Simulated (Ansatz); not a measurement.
## Property card for AgCl

These are results of Ansatz, DFT PBE, scalar-relativistic, plane waves, PAW, not measurements.

Settings: cutoff 420 eV, Γ-centred mesh 8×8×8 on the computed 2-atom cell, Gaussian smearing of 0.02 eV; no spin polarisation.

The structure is relaxed at this level of theory with its symmetry kept.

It takes space group Fm-3m (No. 225, cubic). The conventional cell has a = 5.611 Å, b = 5.611 Å, c = 5.611 Å, α = 90.00°, β = 90.00°, γ = 90.00°. Around Ag (site symmetry m-3m) lie 6 Cl at 2.81 Å. Around Cl (site symmetry m-3m) lie 6 Ag at 2.81 Å.

| Item | Value |
| --- | --- |
| Volume per atom | 149.0 bohr³ |
| Formation energy from the elements' standard states (uncorrected) | -0.452 eV/atom |
| Kohn–Sham band gap | 0.92 eV |
| Löwdin character of the top 1 eV of the valence band | Ag 4d 55 %, Cl 3p 42 % |
| Löwdin character of the lowest 1 eV of the conduction band | Ag 5s 70 %, Cl 3s 16 %, Cl 3p 12 % |
| Bader charges (e) | Ag (1 in the cell) 0.58, Cl (1 in the cell) -0.58 |

Cost: 1 run of about 0.19 core-minutes, on Arm Neoverse V1 (shared hosts).